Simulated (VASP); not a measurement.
TiC, 2 atoms in the cell. Symmetry: Fm-3m, No. 225, cubic system. The conventional cell has a = 4.319 Å, b = 4.319 Å, c = 4.319 Å, α = 90.00°, β = 90.00°, γ = 90.00°. Around Ti (site symmetry m-3m) lie 6 C at 2.16 Å. C (site symmetry m-3m) has 6 Ti at 2.16 Å as nearest neighbours. 

- Program: VASP 6.6.1
- Task: single point
- Functional: PBEsol
- Potentials or basis: VASP PAW PBE potentials, release 64 (Ti_sv, C)
- Cutoff: 520 eV
- k mesh: 12 × 12 × 12
- Occupations: fermi-dirac, width 0.05 eV
- Spin: no spin polarisation
- Further INCAR settings: ALGO = Normal; EDIFF = 1e-06; NBANDS = 15

Potentials or basis: VASP PAW PBE potentials, release 64 (Ti_sv, C).

Launch:

```bash
$ cat potpaw_PBE.64/Ti_sv/POTCAR potpaw_PBE.64/C/POTCAR > POTCAR
$ mpirun -np 4 vasp_std > vasp.out
```

Hardware: 4 MPI ranks on Intel(R) Xeon(R) Platinum 8259CL CPU @ 2.50GHz (Skylake/Cascade Lake), on a shared host.

Question: Estimate the wall time of this run.

Answer: Wall time 8.3 s on 4 MPI ranks on Intel(R) Xeon(R) Platinum 8259CL CPU @ 2.50GHz (Skylake/Cascade Lake), with other jobs on the host, peak memory 0.14 GiB a rank. Counts: scf iterations 14, k points 72.
